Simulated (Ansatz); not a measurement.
# HfN: properties at the relaxed cell

This session takes HfN and sets out to compute bands, density of states and charges, compare with the cell as listed and measure the bulk modulus from energies at several volumes.

Program: Ansatz 0.2.0. Level of theory: DFT PBEsol, scalar-relativistic, plane waves, PAW. These are calculated values, not measurements.

1 further run of the same task is left out (set aside as unsound or not needed).

**1. The starting structure**

The structure is cubic, space group Fm-3m (No. 225). The conventional cell has a = 4.502 Å, b = 4.502 Å, c = 4.502 Å, α = 90.00°, β = 90.00°, γ = 90.00°. Hf (site symmetry m-3m) has 6 N at 2.25 Å as nearest neighbours. Around N (site symmetry m-3m) lie 6 Hf at 2.25 Å.

Coordinates:

```cif
data_structure
_symmetry_space_group_name_H-M 'Fm-3m'
_symmetry_Int_Tables_number 225
_cell_length_a 4.5017
_cell_length_b 4.5017
_cell_length_c 4.5017
_cell_angle_alpha 90.000
_cell_angle_beta 90.000
_cell_angle_gamma 90.000
_cell_volume 91.23
loop_
_atom_site_label
_atom_site_type_symbol
_atom_site_symmetry_multiplicity
_atom_site_Wyckoff_symbol
_atom_site_fract_x
_atom_site_fract_y
_atom_site_fract_z
_atom_site_occupancy
Hf1 Hf 4 a 0.00000 0.00000 0.00000 1
N1 N 4 b 0.50000 0.00000 0.00000 1
```

This cell was relaxed beforehand with the same method: volume 11.40 Å³/atom, gap on the mesh none (metal).

**2. Static run: bands, density of states and charges**

File input.yaml:

```yaml
crystal:
  lattice:
    - [0.0, 2.2508709135, 2.2508709135]
    - [2.2508709135, 0.0, 2.2508709135]
    - [2.2508709135, 2.2508709135, 0.0]
  atoms:
    - { symbol: Hf, position: [0.0, 0.0, 0.0] }
    - { symbol: "N", position: [0.5, 0.5, 0.5] }
basis:
  ecutwfc: 420
kpoints:
  mp_grid: { grid: [16, 16, 16] }
  band_path:
    path:
      - [[0.0, 0.0, 0.0], [0.5, 0.0, 0.5], [0.625, 0.25, 0.625]]
      - [[0.375, 0.375, 0.75], [0.0, 0.0, 0.0], [0.5, 0.5, 0.5], [0.5, 0.25, 0.75], [0.5, 0.0, 0.5]]
    npoints: 14
hamiltonian:
  xc: pbesol
scf:
  occupations: { method: gaussian, width: 0.1 }
  n_extra_bands: 6
output:
  forces: true
  stress: true
  eigenvalues: true
  populations: true
  dos: { projected: true, de: 0.02, nscf_kmesh: { grid: [24, 24, 24] } }
  bader: true
```

The run is started by

```
ansatz run input.yaml --threads 1 --pin off --max-ram 2560MiB --backend cpu --events-out ev --progress --plain --runs-dir out
```

Output (excerpt; [...] marks lines left out):

```text
Warning: RAYON_NUM_THREADS=1 ignored (pool sized by the plan → 1); use --threads N
scf.n_extra_bands = 6 over 16 filled bands (N_el = 31.0): the run solves 22 bands
[...]
Pseudopotentials: kind: paw
Pseudopotential: Hf, paw, valence charge 26, recommended cutoff 420 eV (normal), Hf.paw.azcp
Pseudopotential: N, paw, valence charge 5, recommended cutoff 420 eV (normal), N.paw.azcp
Functional definition: PBEsol
[...]
Crystal: 2 atoms, lattice volume = 22.808 Å³
Basis set: ecut = 420 eV, 459 PW (Γ), exchange–correlation on 48×48×48 points (8 copies of the dense FFT grid, shifted against one another)
Bands: 22, of which v1, the nominal top of the filled ones, is band 16 counted from 1 (15 counted from 0)
Symmetry: 48 space group operations
Space group: Fm-3m (ITA 225), of the structure as read, at distance tolerance 2.8e-5 Å
k-points: 145 of 4096
[...]
SCF iter   1: F=—  HF=-15980.255370 eV  |F-HF|=—  |Δ(HF+E_count)|=         —  Δρ=8.57e-3  dr2=1.47e-2  ethr=1.77e-3  ⟨swp⟩=5.0  Hψ=14315  notcnv=0  defer=1
[...]
SCF iter   7: F=-15980.251151 eV  HF=-15980.251151 eV  |F-HF|=4.35e-9  |Δ(HF+E_count)|=   5.92e-8  Δρ=4.45e-6  dr2=3.61e-9  ethr=1.90e-10  ⟨swp⟩=4.8  Hψ=10685  notcnv=0
[...]
NSCF: frozen V_eff on 86 k-points
NSCF: frozen V_eff on 413 k-points
SCF converged after 7 iterations
Free energy (F): -15980.251151 eV
[...]
E sigma→0 (E₀):  -15980.249615 eV
Entropy (-TS):   -0.003072 eV (-1.536 meV/atom)
Fermi energy:    23.965060 eV
[...]
--- Forces (eV/Å), atoms counted from 1 ---
  atom   1  Hf    -0.00000000     0.00000000    -0.00000000
  atom   2  N      0.00000000    -0.00000000    -0.00000000
[...]
--- Stress (GPa, compression-positive) ---
       -0.037477       0.000000       0.000000
        0.000000      -0.037477       0.000000
       -0.000000      -0.000000      -0.037477
  P = ⅓ Tr σ = -0.0375 GPa (-0.375 kbar)
--- Band table (eV; the first three rows and the last of 145) ---
  k-point 0: bands = ["-38.6654", "-7.0672", "-7.0672", "-7.0672", "6.4493", "11.3868", "11.3868", "11.3868", "11.4230", "11.5270", "11.5270", "11.5270", "21.0584", "21.0584", "21.0584", "23.5655", "23.5655", "23.5655", "25.8424", "25.9144", "25.9144", "33.4972"]
[...]
--- Löwdin populations: 2 sites ---
  site symbol       q [e]
     0     Hf     25.3069
     1      N      5.6368
  spilling = 0.001818 (of n_electrons = 31.000000)
--- Bader charges: 2 sites ---
  site symbol  charge [e]  shift [e]
     0     Hf      1.9045     0.0027
     1      N     -1.9045     0.0027
  estimated error of the sums over rays = 6.0e-4 e
```

Wall time 20 s (1 thread of Arm Neoverse V2, shared host); peak memory 0.37 GiB.

Site by site:

```csv
atom,Löwdin electrons,Bader charge (e),Bader volume (Å³)
Hf1,25.31,+1.90,11.3
N2,5.64,-1.90,11.5
```

bands.tsv at the labelled points (eV, zero at the Fermi level; the bands nearest the Fermi level):

| point | band 13 | band 14 | band 15 | band 16 | band 17 | band 18 | band 19 | band 20 |
| --- | --- | --- | --- | --- | --- | --- | --- | --- |
| Γ | -2.91 | -2.91 | -2.91 | -0.40 | -0.40 | -0.40 | 1.88 | 1.95 |
| X | -5.42 | -3.91 | -3.61 | -3.61 | 4.13 | 5.61 | 5.61 | 5.71 |
| U | -6.37 | -5.54 | -4.96 | -0.86 | 3.92 | 4.51 | 6.13 | 6.74 |
| K | -6.37 | -5.54 | -4.96 | -0.86 | 3.92 | 4.51 | 6.13 | 6.74 |
| Γ | -2.91 | -2.91 | -2.91 | -0.40 | -0.40 | -0.40 | 1.88 | 1.95 |
| L | -8.99 | -6.26 | -6.26 | 3.31 | 3.74 | 3.74 | 4.48 | 8.97 |
| W | -6.17 | -5.49 | -5.49 | 1.15 | 1.15 | 5.62 | 5.65 | 6.23 |
| X | -5.42 | -3.91 | -3.61 | -3.61 | 4.13 | 5.61 | 5.61 | 5.71 |

Counts of states by energy window (eV from the Fermi level), total and by projection:

```csv
from,to,total,Hf 5d,N 2p
-8,-7,0.84,0.25,0.46
-7,-6,0.91,0.25,0.56
-6,-5,2.75,0.83,1.79
-5,-4,1.03,0.29,0.70
-4,-3,0.25,0.05,0.19
-3,-2,0.16,0.10,0.05
-2,-1,0.31,0.22,0.08
-1,0,0.50,0.38,0.10
0,1,0.66,0.50,0.12
1,2,0.75,0.58,0.12
2,3,1.09,0.82,0.14
3,4,1.77,1.36,0.23
4,5,1.62,1.22,0.17
5,6,1.59,0.99,0.16
```

A further 24 or so states lie below the table's range.

**3. Back to the database's cell**

File input.yaml:

```yaml
crystal:
  lattice:
    - [0.0, 2.256, 2.256]
    - [2.256, 0.0, 2.256]
    - [2.256, 2.256, 0.0]
  atoms:
    - { symbol: Hf, position: [0.0, 0.0, 0.0] }
    - { symbol: "N", position: [0.5, 0.5, 0.5] }
basis:
  ecutwfc: 420
kpoints:
  mp_grid: { grid: [16, 16, 16] }
hamiltonian:
  xc: pbesol
scf:
  occupations: { method: gaussian, width: 0.1 }
output:
  forces: true
  stress: true
  eigenvalues: true
  populations: true
```

The run is started by

```
ansatz run input.yaml --threads 1 --pin off --max-ram 2560MiB --backend cpu --events-out ev --progress --plain --runs-dir out
```

Output (excerpt; [...] marks lines left out):

```text
Warning: RAYON_NUM_THREADS=1 ignored (pool sized by the plan → 1); use --threads N
[...]
[... 4 set-up lines as earlier in the session ...]
[...]
Crystal: 2 atoms, lattice volume = 22.964 Å³
Basis set: ecut = 420 eV, 459 PW (Γ), exchange–correlation on 48×48×48 points (8 copies of the dense FFT grid, shifted against one another)
Bands: 20, of which v1, the nominal top of the filled ones, is band 16 counted from 1 (15 counted from 0)
[... 2 set-up lines as earlier in the session ...]
k-points: 145 of 4096
[...]
SCF iter   1: F=—  HF=-15980.254275 eV  |F-HF|=—  |Δ(HF+E_count)|=         —  Δρ=8.39e-3  dr2=1.42e-2  ethr=1.77e-3  ⟨swp⟩=4.9  Hψ=12109  notcnv=0
[...]
SCF converged after 7 iterations
Free energy (F): -15980.250187 eV
[...]
E sigma→0 (E₀):  -15980.248649 eV
Entropy (-TS):   -0.003075 eV (-1.538 meV/atom)
Fermi energy:    23.797715 eV
[...]
--- Forces (eV/Å), atoms counted from 1 ---
  atom   1  Hf    -0.00000000     0.00000000     0.00000000
  atom   2  N      0.00000000     0.00000000    -0.00000000
[...]
--- Stress (GPa, compression-positive) ---
       -1.948522      -0.000000       0.000000
       -0.000000      -1.948522       0.000000
       -0.000000      -0.000000      -1.948522
  P = ⅓ Tr σ = -1.9485 GPa (-19.485 kbar)
--- Band table (eV; the first three rows and the last of 145) ---
  k-point 0: bands = ["-38.8529", "-7.2578", "-7.2578", "-7.2578", "6.3226", "11.1978", "11.1978", "11.1978", "11.2327", "11.3343", "11.3343", "11.3343", "20.8966", "20.8966", "20.8966", "23.4033", "23.4033", "23.4033", "25.6101", "25.7319"]
[...]
--- Löwdin populations: 2 sites ---
  site symbol       q [e]
     0     Hf     25.3029
     1      N      5.6405
  spilling = 0.001829 (of n_electrons = 31.000000)
```

It took 4.9 s on 1 thread of Arm Neoverse V2, shared host; peak memory 0.34 GiB.

By site:

```csv
atom,Löwdin electrons
Hf1,25.30
N2,5.64
```

**4. Volume × 0.97**

Changes to input.yaml since step 3:

```diff
@@ -2,5 +2,5 @@
   lattice:
-    - [0.0, 2.256, 2.256]
-    - [2.256, 0.0, 2.256]
-    - [2.256, 2.256, 0.0]
+    - [0.0, 2.2281332891, 2.2281332891]
+    - [2.2281332891, 0.0, 2.2281332891]
+    - [2.2281332891, 2.2281332891, 0.0]
   atoms:
@@ -20,2 +20 @@
   eigenvalues: true
-  populations: true
```

The run is started by

```
ansatz run input.yaml --threads 1 --pin off --max-ram 2560MiB --backend cpu --events-out ev --progress --plain --runs-dir out
```

Output (excerpt; [...] marks lines left out):

```text
Warning: RAYON_NUM_THREADS=1 ignored (pool sized by the plan → 1); use --threads N
[...]
[... 4 set-up lines as earlier in the session ...]
[...]
Crystal: 2 atoms, lattice volume = 22.123 Å³
Basis set: ecut = 420 eV, 411 PW (Γ), exchange–correlation on 48×48×48 points (8 copies of the dense FFT grid, shifted against one another)
Bands: 20, of which v1, the nominal top of the filled ones, is band 16 counted from 1 (15 counted from 0)
[... 2 set-up lines as earlier in the session ...]
k-points: 145 of 4096
[...]
SCF iter   1: F=—  HF=-15980.236964 eV  |F-HF|=—  |Δ(HF+E_count)|=         —  Δρ=9.44e-3  dr2=1.75e-2  ethr=1.77e-3  ⟨swp⟩=4.9  Hψ=12302  notcnv=0
[...]
SCF iter   6: F=-15980.232109 eV  HF=-15980.232109 eV  |F-HF|=5.73e-8  |Δ(HF+E_count)|=   1.45e-6  Δρ=2.49e-5  dr2=7.84e-8  ethr=3.23e-10  ⟨swp⟩=4.6  Hψ=14115  notcnv=0
[...]
SCF converged after 6 iterations
Free energy (F): -15980.232109 eV
[...]
E sigma→0 (E₀):  -15980.230577 eV
Entropy (-TS):   -0.003063 eV (-1.531 meV/atom)
Fermi energy:    24.722601 eV
[...]
--- Forces (eV/Å), atoms counted from 1 ---
  atom   1  Hf    -0.00000000     0.00000000    -0.00000000
  atom   2  N      0.00000000    -0.00000000    -0.00000000
[...]
--- Stress (GPa, compression-positive) ---
        9.192476       0.000000      -0.000000
        0.000000       9.192476       0.000000
        0.000000      -0.000000       9.192476
  P = ⅓ Tr σ = 9.1925 GPa (91.925 kbar)
--- Band table (eV; the first three rows and the last of 145) ---
  k-point 0: bands = ["-37.8194", "-6.2055", "-6.2055", "-6.2055", "7.0264", "12.2403", "12.2403", "12.2403", "12.2829", "12.3979", "12.3979", "12.3979", "21.7954", "21.7954", "21.7954", "24.2992", "24.2992", "24.2992", "26.7405", "26.7405"]
[...]
```

It took 4 s on 1 thread of Arm Neoverse V2, shared host; peak memory 0.34 GiB.

**5. Point at V/V0 = 1.03**

Changes to input.yaml since step 4:

```diff
@@ -2,5 +2,5 @@
   lattice:
-    - [0.0, 2.2281332891, 2.2281332891]
-    - [2.2281332891, 0.0, 2.2281332891]
-    - [2.2281332891, 2.2281332891, 0.0]
+    - [0.0, 2.2731582135, 2.2731582135]
+    - [2.2731582135, 0.0, 2.2731582135]
+    - [2.2731582135, 2.2731582135, 0.0]
   atoms:
```

The run is started by

```
ansatz run input.yaml --threads 1 --pin off --max-ram 2560MiB --backend cpu --events-out ev --progress --plain --runs-dir out
```

Output (excerpt; [...] marks lines left out):

```text
[...]
SCF converged after 7 iterations
Free energy (F): -15980.233728 eV
[...]
E sigma→0 (E₀):  -15980.232182 eV
Entropy (-TS):   -0.003090 eV (-1.545 meV/atom)
Fermi energy:    23.246966 eV
[...]
--- Forces (eV/Å), atoms counted from 1 ---
  atom   1  Hf    -0.00000000     0.00000000     0.00000000
  atom   2  N      0.00000000    -0.00000000    -0.00000000
[...]
--- Stress (GPa, compression-positive) ---
       -7.916619       0.000000       0.000000
        0.000000      -7.916619      -0.000000
        0.000000       0.000000      -7.916619
  P = ⅓ Tr σ = -7.9166 GPa (-79.166 kbar)
--- Band table (eV; the first three rows and the last of 145) ---
  k-point 0: bands = ["-39.4710", "-7.8854", "-7.8854", "-7.8854", "5.9078", "10.5750", "10.5750", "10.5750", "10.6058", "10.7000", "10.7000", "10.7000", "20.3660", "20.3660", "20.3660", "22.8693", "22.8693", "22.8693", "24.8474", "25.1311"]
[...]
```

Wall time 4.2 s (1 thread of Arm Neoverse V2, shared host); peak memory 0.34 GiB.

[end of part 1 of 2]
